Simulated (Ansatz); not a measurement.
Write the native input for Ansatz 0.2.0 that does the following.

```yaml
Task: single point
Functional: PBE
Potentials_or_basis: Ansatz PAW
Cutoff: "420 eV (not typed: the program's choice for these potentials)"
k_mesh: 8 × 8 × 8
Occupations: gaussian, width 0.026 eV
Spin: no spin polarisation
```

The system is BaF2 (Frankdicksonite).

```
CELL_PARAMETERS angstrom
0.00000 3.10005 3.10005
3.10005 0.00000 3.10005
3.10005 3.10005 0.00000
ATOMIC_POSITIONS crystal
Ba 0.00000 0.00000 0.00000
F 0.75000 0.75000 0.75000
F 0.25000 0.25000 0.25000
```

These files were run (other wordings do the same):

input.yaml

```yaml
crystal:
  lattice:
    - [0.0, 3.10005, 3.10005]
    - [3.10005, 0.0, 3.10005]
    - [3.10005, 3.10005, 0.0]
  atoms:
    - { symbol: Ba, position: [0.0, 0.0, 0.0] }
    - { symbol: F, position: [0.75, 0.75, 0.75] }
    - { symbol: F, position: [0.25, 0.25, 0.25] }
hamiltonian:
  xc: pbe
  pseudopotentials: { kind: paw }
kpoints:
  mp_grid: { grid: [8, 8, 8] }
scf:
  occupations: { method: gaussian, width: 0.026 }
output:
  forces: true
  stress: true
  eigenvalues: true
```

Potentials or basis: Ansatz PAW.

Command:

```bash
$ ansatz run input.yaml --threads 2 --pin off --max-ram 5632MiB --backend cpu --events-out ev --progress --plain --runs-dir out
```

Results of the run:

```json
{"Pressure": "1.3 GPa", "Band gap on the k mesh": "6.83 eV, indirect (least direct gap 6.93 eV)"}
```

Caveat: the pressure holds a Pulay correction of +0.4 GPa for the finite cutoff; spin-orbit coupling is left out, which moves the levels of the heavy elements.

It took 0.39 s on 2 threads of AMD EPYC 9R45 96-Core Processor (Zen 5), on a shared host, peak memory 0.37 GiB.
